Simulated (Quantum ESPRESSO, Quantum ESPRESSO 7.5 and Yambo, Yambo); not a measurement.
# BAs (F-43m): G0W0 with Yambo, start to end

Aim: the G0W0 gap of BAs (F-43m) on PBE, step by step.

Calculated with Quantum ESPRESSO 7.5 and Yambo 5.3.0; PBE and many-body steps on it, plane waves.

**Experimental background.**

- Gap 4.12 eV: direct gap from square of absorption coefficient, average of two samples; spectroscopic ellipsometry; 300 K; bulk crystal (CVT-grown opaque bulk crystals) (“Optical properties of cubic boron arsenide”, 2019, arxiv:1911.04914).

- Gap 2.02 eV: indirect gap from square root of absorption coefficient, average of three samples; transmission and reflection spectroscopy; 300 K; bulk crystal (CVT-grown platelets about 10 um thick) (“Optical properties of cubic boron arsenide”, 2019, arxiv:1911.04914).

- Gap 1.82 eV: indirect optical gap from absorption edge; UV-visible absorption; 300 K; bulk crystal (single crystal grown by chemical vapor transport) (“Basic Physical Properties of Cubic Boron Arsenide”, 2019, arxiv:1911.11281).

### 1. Starting point

Symmetry: F-43m, No. 216, cubic system. The conventional cell has a = 4.777 Å, b = 4.777 Å, c = 4.777 Å, α = 90.00°, β = 90.00°, γ = 90.00°. Nearest to B lie 4 As at 2.07 Å. Nearest to As lie 4 B at 2.07 Å. Farther neighbours are not listed.

The cell and positions come from the Crystallography Open Database and are kept as given unless a step says otherwise.

### 2. Ground state

This step: Quantum ESPRESSO 7.5; DFT, PBE, plane waves, norm-conserving pseudopotentials.

The ground-state density comes first.

File pw.in:

```
&control
  calculation = 'scf'
  prefix = 'x'
  outdir = 'o'
  pseudo_dir = 'pseudo'
/
&system
  ibrav = 0
  nat = 2
  ntyp = 2
  ecutwfc = 76.0
  nbnd = 14
  force_symmorphic = .true.
/
&electrons
  conv_thr = 1e-10
  electron_maxstep = 80
  mixing_beta = 0.5
/
ATOMIC_SPECIES
  B 10.81 B.upf
  As 74.922 As.upf
CELL_PARAMETERS angstrom
  -0.0000000000 2.3885000000 2.3885000000
  2.3885000000 -0.0000000000 2.3885000000
  2.3885000000 2.3885000000 -0.0000000000
ATOMIC_POSITIONS crystal
  B 0.0000000000 0.0000000000 0.0000000000
  As 0.2500000000 0.2500000000 0.2500000000
K_POINTS automatic
  8 8 8 0 0 0
```

Launch:

```sh
$ OMP_NUM_THREADS=1 mpirun -n 4 pw.x -nk 4 -in pw.in > pw.out
```

Log:

```text
Program PWSCF v.7.5 starts

     This program is part of the open-source Quantum ESPRESSO suite
     for quantum simulation of materials; please cite
         "P. Giannozzi et al., J. Phys.:Condens. Matter 21 395502 (2009);
         "P. Giannozzi et al., J. Phys.:Condens. Matter 29 465901 (2017);
         "P. Giannozzi et al., J. Chem. Phys. 152 154105 (2020);
     in publications or presentations arising from this work. More details at
     Message from routine setup:
     using ibrav=0 with symmetry is DISCOURAGED, use correct ibrav instead

     G-vector sticks info

     bravais-lattice index     =            0
     lattice parameter (alat)  =       6.3832  a.u.
     unit-cell volume          =     183.9087 (a.u.)^3
     number of atoms/cell      =            2
     number of atomic types    =            2
     number of electrons       =        18.00
     number of Kohn-Sham states=           14
     kinetic-energy cutoff     =      76.0000  Ry
     charge density cutoff     =     304.0000  Ry
     scf convergence threshold =      1.0E-10
     mixing beta               =       0.5000
     number of iterations used =            8  plain     mixing
     Exchange-correlation= PBE
                           (   1   4   3   4   0   0   0)

     celldm(1)=   6.383210  celldm(2)=   0.000000  celldm(3)=   0.000000
     celldm(4)=   0.000000  celldm(5)=   0.000000  celldm(6)=   0.000000

     crystal axes: (cart. coord. in units of alat)
               a(1) = (  -0.000000   0.707107   0.707107 )
               a(2) = (   0.707107  -0.000000   0.707107 )
               a(3) = (   0.707107   0.707107  -0.000000 )

     reciprocal axes: (cart. coord. in units 2 pi/alat)
               b(1) = ( -0.707107  0.707107  0.707107 )
               b(2) = (  0.707107 -0.707107  0.707107 )
               b(3) = (  0.707107  0.707107 -0.707107 )
     Pseudo is Norm-conserving + core correction, Zval =  3.0
     Generated using ONCVPSP code by D. R. Hamann
     Using radial grid of 1534 points,  4 beta functions with:
     Pseudo is Norm-conserving + core correction, Zval = 15.0
     Generated using ONCVPSP code by D. R. Hamann
     Using radial grid of 1358 points,  6 beta functions with:
     B                 3.00    10.81000     B ( 1.00)
     As               15.00    74.92200     As( 1.00)

     24 Sym. Ops. (no inversion) found

   Cartesian axes

     site n.     atom                  positions (alat units)
         1        B      tau(   1) = (   0.0000000   0.0000000   0.0000000  )
         2        As     tau(   2) = (   0.3535534   0.3535534   0.3535534  )

     number of k points=    29
                       cart. coord. in units 2pi/alat
        k(    1) = (   0.0000000   0.0000000   0.0000000), wk =   0.0039062
        k(    2) = (   0.0883883   0.0883883  -0.0883883), wk =   0.0312500
        k(    3) = (   0.1767767   0.1767767  -0.1767767), wk =   0.0312500
        k(    4) = (   0.2651650   0.2651650  -0.2651650), wk =   0.0312500
        k(    5) = (  -0.3535534  -0.3535534   0.3535534), wk =   0.0156250
        k(    6) = (   0.1767767   0.0000000   0.0000000), wk =   0.0234375
        k(    7) = (   0.2651650   0.0883883  -0.0883883), wk =   0.0937500
        k(    8) = (   0.3535534   0.1767767  -0.1767767), wk =   0.0937500
        k(    9) = (  -0.2651650  -0.4419417   0.4419417), wk =   0.0937500
        k(   10) = (  -0.1767767  -0.3535534   0.3535534), wk =   0.0937500
     [... 17 further rows ...]
        k(   28) = (  -0.7071068   0.1767767  -0.0000000), wk =   0.0468750
        k(   29) = (  -0.7071068   0.3535534   0.0000000), wk =   0.0234375

     Dense  grid:    16457 G-vectors     FFT dimensions: (  36,  36,  36)

     Initial potential from superposition of free atoms

     starting charge      17.9995, renormalised to      18.0000
     Starting wfcs are   13 randomized atomic wfcs +    1 random wfcs

     per-process dynamical memory:    17.7 Mb

     Self-consistent Calculation

     iteration #  1     ecut=    76.00 Ry     beta= 0.50

     Threshold (ethr) on eigenvalues was too large:
     Diagonalizing with lowered threshold

     total energy              =    -217.98944707 Ry
     estimated scf accuracy    <       0.15333376 Ry

     iteration #  2     ecut=    76.00 Ry     beta= 0.50

     total energy              =    -218.01717716 Ry
     estimated scf accuracy    <       0.01081892 Ry

     iteration #  3     ecut=    76.00 Ry     beta= 0.50

     total energy              =    -218.01796640 Ry
     estimated scf accuracy    <       0.00168902 Ry

     iteration #  4     ecut=    76.00 Ry     beta= 0.50

     total energy              =    -218.01805485 Ry
     estimated scf accuracy    <       0.00003146 Ry

     iteration #  5     ecut=    76.00 Ry     beta= 0.50

     total energy              =    -218.01806231 Ry
     estimated scf accuracy    <       0.00000367 Ry

     iteration #  6     ecut=    76.00 Ry     beta= 0.50

     total energy              =    -218.01806295 Ry
     estimated scf accuracy    <       0.00000015 Ry

     iteration #  7     ecut=    76.00 Ry     beta= 0.50

     total energy              =    -218.01806298 Ry
     estimated scf accuracy    <       0.00000002 Ry

     iteration #  8     ecut=    76.00 Ry     beta= 0.50

     total energy              =    -218.01806299 Ry
     estimated scf accuracy    <          2.4E-09 Ry

     iteration #  9     ecut=    76.00 Ry     beta= 0.50

     End of self-consistent calculation

          k = 0.0000 0.0000 0.0000 (  2085 PWs)   bands (ev):

   -24.5718 -24.5718 -24.5718 -24.5524 -24.5524  -4.0540  11.3431  11.3431
    11.3431  14.6353  14.6353  14.6353  16.0307  20.9518

          k = 0.0884 0.0884-0.0884 (  2055 PWs)   bands (ev):

   -24.5707 -24.5703 -24.5703 -24.5520 -24.5520  -3.7982   9.3822  10.9063
    10.9063  14.7491  15.2123  15.2123  17.3126  21.8945

          k = 0.1768 0.1768-0.1768 (  2060 PWs)   bands (ev):

   -24.5699 -24.5680 -24.5680 -24.5513 -24.5513  -3.0534   6.4120  10.1970
    10.1970  14.4197  16.0141  16.0141  19.2641  22.6749

          k = 0.2652 0.2652-0.2652 (  2045 PWs)   bands (ev):

     [... further k-points ...]

     highest occupied, lowest unoccupied level (ev):    11.3431   12.5523

!    total energy              =    -218.01806299 Ry
     estimated scf accuracy    <          7.7E-11 Ry

     The total energy is the sum of the following terms:
     one-electron contribution =    -102.12896417 Ry
     hartree contribution      =      60.97026859 Ry
     xc contribution           =     -50.01724466 Ry
     ewald contribution        =    -126.84212275 Ry

     convergence has been achieved in   9 iterations

     XML data file, charge density, pseudopotentials, collected wavefunctions

=------------------------------------------------------------------------------=
   JOB DONE.
=------------------------------------------------------------------------------=
```

The job ended after 4.4 s (4 MPI ranks of Arm Neoverse V1, shared host; peak memory 0.21 GiB; 17 s of CPU time).

Numbers from this step:

```
total energy               : -2966.2869 eV
gap                        : 1.209 eV
k of the valence top       : 0, 0, 0
k of the conduction bottom : 0, 0.375, 0.375
least direct gap           : 3.292 eV
```

The gap is indirect, with the least direct gap 2.08 eV higher.

### 3. Bands along the symmetry lines

The cheap functional maps the bands first; the places of the edges decide which points the dearer methods must see.

File pw.in:

```
&control
  calculation = 'bands'
  prefix = 'x'
  outdir = 'o'
  pseudo_dir = 'pseudo'
/
&system
  ibrav = 0
  nat = 2
  ntyp = 2
  ecutwfc = 76.0
  nbnd = 15
  force_symmorphic = .true.
/
&electrons
  conv_thr = 1e-9
  electron_maxstep = 80
  diago_full_acc = .true.
  diago_thr_init = 5e-6
/
ATOMIC_SPECIES
  B 10.81 B.upf
  As 74.922 As.upf
CELL_PARAMETERS angstrom
  -0.0000000000 2.3885000000 2.3885000000
  2.3885000000 -0.0000000000 2.3885000000
  2.3885000000 2.3885000000 -0.0000000000
ATOMIC_POSITIONS crystal
  B 0.0000000000 0.0000000000 0.0000000000
  As 0.2500000000 0.2500000000 0.2500000000
K_POINTS crystal
  50
  0.00000000 0.00000000 0.00000000 1
  -0.06250000 -0.06250000 0.00000000 1
  -0.12500000 -0.12500000 0.00000000 1
  -0.18750000 -0.18750000 0.00000000 1
  -0.25000000 -0.25000000 0.00000000 1
  -0.31250000 -0.31250000 0.00000000 1
  -0.37500000 -0.37500000 0.00000000 1
  -0.43750000 -0.43750000 0.00000000 1
  -0.50000000 -0.50000000 0.00000000 1
  -0.48437500 -0.48437500 0.03125000 1
  -0.46875000 -0.46875000 0.06250000 1
  -0.45312500 -0.45312500 0.09375000 1
  -0.43750000 -0.43750000 0.12500000 1
  -0.42187500 -0.42187500 0.15625000 1
  -0.40625000 -0.40625000 0.18750000 1
  -0.39062500 -0.39062500 0.21875000 1
  -0.37500000 -0.37500000 0.25000000 1
  -0.37500000 0.00000000 0.37500000 1
  -0.32812500 0.00000000 0.32812500 1
  -0.28125000 0.00000000 0.28125000 1
  -0.23437500 0.00000000 0.23437500 1
  -0.18750000 0.00000000 0.18750000 1
  -0.14062500 0.00000000 0.14062500 1
  -0.09375000 0.00000000 0.09375000 1
  -0.04687500 0.00000000 0.04687500 1
  0.00000000 0.00000000 0.00000000 1
  0.00000000 0.00000000 0.06250000 1
  0.00000000 0.00000000 0.12500000 1
  0.00000000 0.00000000 0.18750000 1
  0.00000000 0.00000000 0.25000000 1
  0.00000000 0.00000000 0.31250000 1
  0.00000000 0.00000000 0.37500000 1
  0.00000000 0.00000000 0.43750000 1
  -0.00000000 -0.00000000 0.50000000 1
  -0.06250000 -0.03125000 0.46875000 1
  -0.12500000 -0.06250000 0.43750000 1
  -0.18750000 -0.09375000 0.40625000 1
  -0.25000000 -0.12500000 0.37500000 1
  -0.31250000 -0.15625000 0.34375000 1
  -0.37500000 -0.18750000 0.31250000 1
  -0.43750000 -0.21875000 0.28125000 1
  -0.50000000 -0.25000000 0.25000000 1
  -0.50000000 -0.28125000 0.21875000 1
  -0.50000000 -0.31250000 0.18750000 1
  -0.50000000 -0.34375000 0.15625000 1
  -0.50000000 -0.37500000 0.12500000 1
  -0.50000000 -0.40625000 0.09375000 1
  -0.50000000 -0.43750000 0.06250000 1
  -0.50000000 -0.46875000 0.03125000 1
  -0.50000000 -0.50000000 0.00000000 1
```

Log:

```text
[banner, memory and clock lines left out]
Program PWSCF v.7.5 starts

     Atomic positions and unit cell read from directory:
     o/x.save/

     Message from routine setup:
     using ibrav=0 with symmetry is DISCOURAGED, use correct ibrav instead

     G-vector sticks info

     bravais-lattice index     =            0
     lattice parameter (alat)  =       6.3832  a.u.
     unit-cell volume          =     183.9087 (a.u.)^3
     number of atoms/cell      =            2
     number of atomic types    =            2
     number of electrons       =        18.00
     number of Kohn-Sham states=           15
     kinetic-energy cutoff     =      76.0000  Ry
     charge density cutoff     =     304.0000  Ry
     Exchange-correlation= PBE
                           (   1   4   3   4   0   0   0)

     celldm(1)=   6.383210  celldm(2)=   0.000000  celldm(3)=   0.000000
     celldm(4)=   0.000000  celldm(5)=   0.000000  celldm(6)=   0.000000

     crystal axes: (cart. coord. in units of alat)
               a(1) = (  -0.000000   0.707107   0.707107 )
               a(2) = (   0.707107  -0.000000   0.707107 )
               a(3) = (   0.707107   0.707107  -0.000000 )

     reciprocal axes: (cart. coord. in units 2 pi/alat)
               b(1) = ( -0.707107  0.707107  0.707107 )
               b(2) = (  0.707107 -0.707107  0.707107 )
               b(3) = (  0.707107  0.707107 -0.707107 )
     Pseudo is Norm-conserving + core correction, Zval =  3.0
     Generated using ONCVPSP code by D. R. Hamann
     Using radial grid of 1534 points,  4 beta functions with:
     Pseudo is Norm-conserving + core correction, Zval = 15.0
     Generated using ONCVPSP code by D. R. Hamann
     Using radial grid of 1358 points,  6 beta functions with:
     B                 3.00    10.81000     B ( 1.00)
     As               15.00    74.92200     As( 1.00)

     24 Sym. Ops. (no inversion) found

   Cartesian axes

     site n.     atom                  positions (alat units)
         1        B      tau(   1) = (   0.0000000   0.0000000   0.0000000  )
         2        As     tau(   2) = (   0.3535534   0.3535534   0.3535534  )

     number of k points=    50
                       cart. coord. in units 2pi/alat
        k(    1) = (   0.0000000   0.0000000   0.0000000), wk =   0.0400000
        k(    2) = (   0.0000000   0.0000000  -0.0883883), wk =   0.0400000
        k(    3) = (   0.0000000   0.0000000  -0.1767767), wk =   0.0400000
[...]
[... 38 further rows ...]
        k(   49) = (   0.0441942  -0.0000000  -0.7071068), wk =   0.0400000
        k(   50) = (   0.0000000   0.0000000  -0.7071068), wk =   0.0400000

     Dense  grid:    16457 G-vectors     FFT dimensions: (  36,  36,  36)

     The potential is recalculated from file :
     o/x.save/charge-density

     Starting wfcs are   13 randomized atomic wfcs +    2 random wfcs

     Band Structure Calculation

     End of band structure calculation

          k = 0.0000 0.0000 0.0000 (  2085 PWs)   bands (ev):

   -24.5717 -24.5717 -24.5717 -24.5522 -24.5522  -4.0540  11.3431  11.3431
    11.3431  14.6353  14.6353  14.6353  16.0308  20.9518  24.5117

          k = 0.0000 0.0000-0.0884 (  2069 PWs)   bands (ev):

   -24.5718 -24.5708 -24.5708 -24.5521 -24.5520  -3.9684  10.9155  10.9621
    10.9621  14.3993  15.1107  15.1107  16.4160  21.3045  23.0942

          k = 0.0000 0.0000-0.1768 (  2037 PWs)   bands (ev):

   -24.5720 -24.5686 -24.5686 -24.5525 -24.5510  -3.7125   9.8951  10.1849
    10.1849  13.9367  16.1661  16.1661  16.9852  21.5696  22.2617

          k =-0.0000 0.0000-0.2652 (  2045 PWs)   bands (ev):

[...]
k = 0.0000 0.0000-0.3536 (  2045 PWs)   bands (ev):

[...]
k = 0.0000-0.0000-0.4419 (  2048 PWs)   bands (ev):

[...]
k =-0.0000 0.0000-0.5303 (  2068 PWs)   bands (ev):

[...]
k = 0.0000-0.0000-0.6187 (  2064 PWs)   bands (ev):

[...]
k = 0.5303-0.0000-0.5303 (  2065 PWs)   bands (ev):

[...]
k = 0.0000 0.0000 0.0000 (  2085 PWs)   bands (ev):

[...]
k = 0.1326 0.0000-0.7071 (  2060 PWs)   bands (ev):

[...]
k = 0.0884-0.0000-0.7071 (  2062 PWs)   bands (ev):

[...]
k = 0.0442-0.0000-0.7071 (  2058 PWs)   bands (ev):

   -24.5762 -24.5577 -24.5556 -24.5552 -24.5460   0.1298   2.8434   7.2094
     7.2170  12.9034  12.9141  22.6186  22.6701  24.1744  28.3235

          k = 0.0000 0.0000-0.7071 (  2044 PWs)   bands (ev):

   -24.5764 -24.5577 -24.5552 -24.5552 -24.5455   0.1241   2.8295   7.2706
     7.2706  12.7976  12.8019  22.7351  22.7351  24.2349  28.6110

     XML data file, pseudopotentials, collected wavefunctions
```

Run time: 2.7 s. Hardware: 4 MPI ranks; peak memory 0.18 GiB.

Numbers from this step:

```yaml
gap: 1.209 eV
k_of_the_valence_top: 0, 0, 0
k_of_the_conduction_bottom: -0.375, -0.375, 0
least_direct_gap: 3.292 eV
```

The gap is 1.209 eV, as in the run before at this level.

The electronic bands at the labelled points (eV, zero at the top of the highest filled band):

| point | band 6 | band 7 | band 8 | band 9 | band 10 | band 11 | band 12 | band 13 |
| --- | --- | --- | --- | --- | --- | --- | --- | --- |
| Γ | -15.40 | 0.00 | 0.00 | 0.00 | 3.29 | 3.29 | 3.29 | 4.69 |
| halfway | -14.05 | -4.10 | -2.70 | -2.70 | 1.67 | 4.55 | 7.42 | 7.42 |
| X | -11.22 | -8.51 | -4.07 | -4.07 | 1.45 | 1.46 | 11.39 | 11.39 |
| halfway | -11.19 | -8.41 | -4.90 | -3.92 | 1.61 | 2.81 | 10.72 | 10.82 |
| U | -11.26 | -8.13 | -5.94 | -3.48 | 2.06 | 5.57 | 9.24 | 9.78 |
| jump to K | -11.26 | -8.13 | -5.94 | -3.48 | 2.06 | 5.57 | 9.24 | 9.78 |
| halfway | -13.91 | -5.13 | -3.78 | -1.13 | 3.99 | 4.92 | 5.80 | 7.02 |
| Γ | -15.40 | 0.00 | 0.00 | 0.00 | 3.29 | 3.29 | 3.29 | 4.69 |
| halfway | -14.40 | -4.93 | -1.15 | -1.15 | 3.08 | 4.67 | 4.67 | 7.92 |
| L | -12.53 | -8.77 | -1.82 | -1.82 | 2.70 | 4.81 | 4.81 | 8.91 |
| halfway | -11.96 | -8.28 | -4.55 | -3.07 | 3.99 | 4.79 | 7.48 | 9.06 |
| W | -11.06 | -8.05 | -5.48 | -5.18 | 5.28 | 5.95 | 6.83 | 7.06 |
| halfway | -11.14 | -8.31 | -4.81 | -4.69 | 2.91 | 3.02 | 9.72 | 10.01 |
| X | -11.22 | -8.51 | -4.07 | -4.07 | 1.45 | 1.46 | 11.39 | 11.39 |

The electronic bands as a text plot (rows in eV, shown from -8.0 to 7.2 only):

```
    6.9 |                   +++++++        +            +++
    6.3 |    +                     ++    ++          +   ++
    5.6 |  +++            +   +++                   +   +  +
    5.0 |++++            +      +++  ++++    +++++++  ++ +++
    4.4 |     ++                 ++++      ++       ++ ++   +
    3.7 | +     ++      +     ++++++++  +++          ++
    3.1 |++            +    ++       +++ +++++++  +++        +
    2.5 |  ++     +        +                    ++            +
    1.8 |    +++   ++ +++++                                    ++
    1.2 |       +++++++
    0.6 |
   -0.1 |**                        ******
   -0.7 | *                      **  *  ****
   -1.3 |  **                   *  **       ****
   -2.0 |    *                **   **    **     *****
   -2.6 |    ***            **   **                 **
   -3.2 |       **        **               *          *
   -3.9 |     **  ********      ***                  * *        *
   -4.5 |             *       **                      * **   ***
   -5.1 |              **       *           *          *  ***
   -5.8 |       **       *****                          ***
   -6.4 |                     **             **
   -7.0 |         *         **
   -7.7 |          **      *                   *        *
         Γ           X  U|K            Γ         L        W     X
```

(Continued in part 2 of 3.)

[Paths, hosts, dates, memory and timing lines, banners, echoed tables and standing remarks are left out of the program output.]

[Logs are printed without paths, hosts, clocks, repeated set-up lines and the standing remarks that a program may print on its own settings, such as how far it seeks lower states.]

[Runs of the session that timed out or met a known fault of the program may be left out.]

[Hosts, paths, dates, database ids (printed as entryN), source tags and the programs' standing remarks are cut or masked in the printed files.]
